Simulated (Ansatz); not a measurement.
Stress against strain in MgI$_{2}$

```xyz
3
Lattice="4.1537 0.0000 0.0000 -2.0769 3.5972 0.0000 0.0000 0.0000 6.8620" Properties=species:S:1:pos:R:3 pbc="T T T"
Mg    0.0000    0.0000    0.0000
I     0.0000    2.3981    5.1989
I     2.0769    1.1991    1.6631
```

Atoms are numbered in the order listed.

The cell is a measured one (Crystallography Open Database entry 2013551); the temperature and pressure of the measurement aren't taken into account, and nothing was relaxed.

Spin–orbit coupling is left out, though it moves levels of the heavy atoms by tenths of an eV or more.

The calculation used Ansatz 0.2.0, DFT, PBEsol, all-electron LAPW, scalar-relativistic.

Sampling and basis: a Γ-centred 7×7×4 k mesh, Fermi–Dirac smearing of 0.03 eV, basis error target 1 meV/atom, no spin polarisation.

The strain is applied along the Cartesian axes of the cell as listed (the other components stay zero). Fractional coordinates are held (clamped ions).

σ is the change of stress from the unstrained cell, which is at -0.19 GPa; tension is positive, so slopes are stress–strain coefficients at that pressure.

Only quantities that a quadratic follows smoothly over the whole series are listed; rougher ones are left out.

```
εxx = εyy  σzz (GPa)  σxx (GPa)
  -0.0200      -0.89      -1.57
   0.0000       0.00       0.00
   0.0100       0.38       0.67
   0.0200       0.73       1.28
```

(1) Fit the series and read off the stiffness at zero strain.

(2) One run, at εxx = εyy = -0.0100, is withheld. Predict its row.

Answers

(1) Least-squares fits y = p0 + p1 x + p2 x² to the rows give σzz (GPa): p1 = 40.5, p2 = -200; σxx (GPa): p1 = 71.2, p2 = -360. So C13 + C23 = 40 GPa and C11 + C12 = 71 GPa, for these axes.

(2) The fits give -0.43, -0.75; the run gave -0.42, -0.74.
